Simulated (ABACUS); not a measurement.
Runs of ABACUS 3.10.1 on Fe. The structure is cubic, space group Im-3m (No. 229). Conventional cell: a = 2.886 Å, b = 2.886 Å, c = 2.886 Å, α = 90.00°, β = 90.00°, γ = 90.00°. Fe (site symmetry m-3m) is surrounded by 8 Fe at 2.50 Å. 

```tsv
task	level	potentials or basis	cell	k mesh	cutoff (eV)	SCF threshold on the density	eigensolver	symmetry key	threshold of the eigensolver	path	mesh quality	gap on the mesh (eV)	pressure (GPa)	moment (μB)
single point	LDA-PW92	PseudoDojo NC SR 0.4.1 LDA stringent, plane waves	as given	10 × 10 × 10	1891	1e-08	dav	1	-	-	not flagged	none	-27.1	2.17
single point	rSCAN	SG15 ONCV 1.2 PBE, plane waves	as given	8 × 8 × 8	1415	1e-08	dav	1	-	-	coarse	none	-1.5	(b)
single point	M06-L	SG15 ONCV 1.2 PBE, plane waves	as given	8 × 8 × 8	1415	1e-08	dav	1	-	-	coarse	none	0.0	2.78
relaxation of cell and atoms	BLYP	Ansatz NC PBE, plane waves	relaxed	10 × 10 × 10	1225	1e-08	dav	1	-	-	not flagged	none	0.0	2.14
single point	TPSS	SG15 ONCV 1.2 PBE, plane waves	as given	8 × 8 × 8	1415	1e-08	dav	1	-	-	coarse	none	-7.2	2.58
single point	rPW86PBE	PseudoDojo NC SR 0.5 PBE stringent, plane waves	as given	10 × 10 × 10	1619	1e-08	dav	1	-	-	not flagged	none	(a)	(c)
```

Alike in all rows: spin collinear, ferromagnetic start; smearing fermi-dirac 0.05 eV.

**Question.** Estimate the missing entries.

**Answer.** (a) -2.7; (b) 2.79; (c) 2.28.

Caveats: some runs use coarse meshes; the potentials were made for another functional, which shifts forces and pressure (some runs); so large a pressure means that the cell lies far from this level's equilibrium, or that cutoff or potentials fall short (some runs).

A k mesh can miss the band edges.

A gap of «none» marks a metal or a gap under the smearing width.

Not every run made on this cell is shown here.
